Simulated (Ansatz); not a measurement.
Starting cell, LaAlO3 (cubic perovskite):

```xyz
10
Lattice="7.6248 0.0000 0.0000 3.8124 3.8124 0.0000 0.0000 0.0000 3.8124" Properties=species:S:1:pos:R:3 pbc="T T T"
La     0.0000     0.0000     0.0000
La     3.8124     0.0000     0.0000
Al     1.9062     1.9062     1.9062
Al     5.7186     1.9062     1.9062
O      7.6248     1.9062     1.9062
O      3.8124     1.9062     1.9062
O      1.9062     1.9062     0.0000
O      5.7186     1.9062     0.0000
O      1.9062     0.0000     1.9062
O      5.7186     0.0000     1.9062
```

A phonon eigenvector at M = (0.5, 0.5, 0.0) is frozen into this cell: atom i moves by Q times the vector below, so Q is the largest atomic displacement, in Å. The cell is held. (q is in reciprocal vectors of the primitive cell; the cell shown is doubled to hold the pattern.)

```
atom       x       y      z
----  ------  ------  -----
O5     0.000   1.000  0.000
O6     0.000  -1.000  0.000
O9    -1.000   0.000  0.000
O10    1.000   0.000  0.000
```

Atoms not listed stay in place.

These are PBE (plane waves to 420 eV, PAW, scalar-relativistic; Ansatz, an electronic-structure program) values and carry that method's errors. k mesh 9×9×9 (Γ-centred), Fermi-Dirac smearing 0.05 eV. Energies are smeared free energies. Stress and pressure are positive under compression. LaAlO3 is run without spin polarisation. LaAlO3 was relaxed with its symmetry unable to fall. This is a high-temperature form of LaAlO3. The zero of ΔE is the undisplaced structure.

| Q (Å) | ΔE (meV/cell) | −dE/dQ from forces (eV/Å) | P (GPa) |
|---|---|---|---|
| -0.176 | 9.3 | 0.278 | 0.76 |
| -0.147 | 3.2 | 0.147 | 0.53 |
| -0.117 | 0.3 | 0.059 | 0.34 |
| -0.088 | -0.6 | 0.009 | 0.19 |
| -0.059 | -0.5 | -0.011 | 0.09 |
| -0.029 | -0.2 | -0.011 | 0.03 |
| 0.000 | 0.0 | 0.000 | 0.01 |
| 0.029 | -0.2 | 0.011 | 0.03 |
| 0.059 | -0.5 | 0.011 | 0.09 |
| 0.088 | -0.6 | -0.009 | 0.19 |
| 0.117 | 0.3 | -0.059 | 0.34 |
| 0.147 | 3.2 | -0.147 | 0.53 |
| 0.176 | 9.3 | -0.278 | 0.76 |

What the scan shows:

- Energy at Q = 0.176 Å: 9.3 meV/cell
- Space group of the distorted cell: P4/mbm (No. 127), lowered from Pm-3m
- Symmetry of the curve: even: the same for both signs
- Harmonic wavenumber from the curvature (finite differences): 43i cm⁻¹
- Wavenumber by perturbation theory (DFPT, on another k mesh): 43i cm⁻¹

(A displaced cell: forces are minus the slopes of the energy, force constants its curvatures, and phonons follow from these.)
